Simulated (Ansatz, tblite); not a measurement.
# GeS with GFN2-xTB from a Python script

These are simulated results from tblite 0.8.0, not measurements. The cell began as a measured structure and was relaxed with r2SCAN+rVV10 in plane waves (Ansatz 0.2.0). All runs are without spin polarisation.

Space group Pnma (No. 62), orthorhombic; a = 10.608 Å, b = 3.608 Å, c = 4.422 Å in the conventional setting, 21.16 Å³ an atom. Around Ge lie 3 S at 2.42–2.44 Å; around S lie 3 Ge at 2.42–2.44 Å.

tblite solves periodic systems at the zone centre alone, so the script builds a cluster of 1×3×2 conventional cells (48 atoms), which folds in a coarse mesh of k points.

run.py reads:

```python
import json
from ase import Atoms
from ase.build import make_supercell
from ase.units import Bohr, GPa, Hartree
from tblite.interface import Calculator

atoms = Atoms(['Ge', 'Ge', 'Ge', 'Ge', 'S', 'S', 'S', 'S'],
              cell=[[10.607806, 0.0, 0.0], [0.0, 3.608103, 0.0], [0.0, 0.0, 4.422335]],
              scaled_positions=[[0.125079, 0.25, 0.128228], [0.374921, 0.75, 0.628228], [0.625079, 0.25, 0.371772], [0.874921, 0.75, 0.871772], [0.847228, 0.25, 0.511873], [0.652772, 0.75, 0.011873], [0.347228, 0.25, 0.988127], [0.152772, 0.75, 0.488127]],
              pbc=True)
cluster = make_supercell(atoms, [[1, 0, 0], [0, 3, 0], [0, 0, 2]])
calc = Calculator('GFN2-xTB', cluster.numbers, cluster.positions / Bohr, lattice=cluster.cell[:] / Bohr, periodic=cluster.pbc)
calc.set('temperature', 0.02 / Hartree)
calc.set('max-iter', 150)
res = calc.singlepoint()
levels = res.get('orbital-energies') * Hartree
nv = round(res.get('orbital-occupations').sum() / 2)
cells = len(cluster) // len(atoms)
out = {'energy_per_cell': res.get('energy') * Hartree / cells, 'homo': levels[nv - 1], 'lumo': levels[nv],
       'stress': (-res.get('virial') * Hartree / cluster.get_volume() / GPa).tolist(), 'charges': res.get('charges')[:len(atoms)].tolist(), 'electrons': 2 * nv / cells}
json.dump(out, open('results.json', 'w'))
for key, value in out.items():
    print(key, value)
```

Command: `python run.py`. It took 8.5 s on 1 thread of Intel(R) Xeon(R) Platinum 8259CL CPU @ 2.50GHz (Skylake/Cascade Lake), on a shared host, peak memory 0.11 GiB.

Output:

```
------------------------------------------------------------
  cycle        total energy    energy error   density error
------------------------------------------------------------
      1     -126.1761719683  -1.2637359E+02   3.9909809E-01
      2     -125.1636202242   1.0125517E+00   2.6259717E-01
      3     -125.5607162371  -3.9709601E-01   2.5064009E-01
      4     -127.1224457503  -1.5617295E+00   8.1079740E-02
      5     -127.1198476430   2.5981073E-03   5.8576672E-02
      6     -127.2004331586  -8.0585516E-02   2.6656112E-02
      7     -127.2001852458   2.4791283E-04   2.3244541E-02
      8     -127.1989883212   1.1969246E-03   2.4014257E-02
      9     -127.2106682663  -1.1679945E-02   1.7531607E-02
     10     -127.2089940671   1.6741992E-03   1.5445016E-02
     11     -127.2166778827  -7.6838156E-03   6.4526807E-03
     12     -127.2170141940  -3.3631131E-04   3.5616398E-03
     13     -127.2174845960  -4.7040191E-04   1.1520516E-03
     14     -127.2175147187  -3.0122722E-05   6.4363207E-04
     15     -127.2175128319   1.8868027E-06   5.1399597E-04
     16     -127.2175258730  -1.3041098E-05   1.0106515E-04
     17     -127.2175258137   5.9268388E-08   7.2560645E-05
     18     -127.2175259812  -1.6752121E-07   4.1942937E-05
     19     -127.2175259927  -1.1441188E-08   1.9370904E-05
------------------------------------------------------------

 total:                                   7.764 sec
energy_per_cell -576.9608681418899
homo -9.798367464128864
lumo -7.379495625256654
stress [[1.3811154100097498, -1.2534914041194432e-06, 2.163044953155717e-05], [-1.2534914040898506e-06, -1.7197239068900823, -7.055816768710692e-07], [2.1630449531505507e-05, -7.055816768838424e-07, -0.9620436379834542]]
charges [0.3833220582815733, 0.38329087596914163, 0.3832919304648939, 0.3832925135254611, -0.383304021256752, -0.38330696845887, -0.38329622842265865, -0.38331339279570126]
electrons 40.0
```

The cycle table is in hartree for the whole cluster, and the lines after it are in eV (the energy for one cell). The printed stress is in GPa and positive in compression, and the pressure is its mean diagonal.

GFN2-xTB gives a gap of 2.42 eV. On the same cell, plane-wave PBE (Ansatz, 4×8×6 k points and the special points) gives a gap of 1.10 eV and r2SCAN a gap of 1.30 eV; on shared hosts these took about 32 and 73 core-seconds on the 8-atom cell, against 8.5 for the script. Semilocal gaps usually lie below measured ones. xTB was fitted to molecules, so gaps, charges and pressures of solids can be far off, and the gap also depends on the size of the cluster.

The pressure on this cell is -0.4 GPa (positive in compression).

xTB was fitted mostly to molecules, and a small cluster samples few k points, so gaps, pressures and kinks along a curve can be far from a solid's.

Spin-orbit coupling is left out.
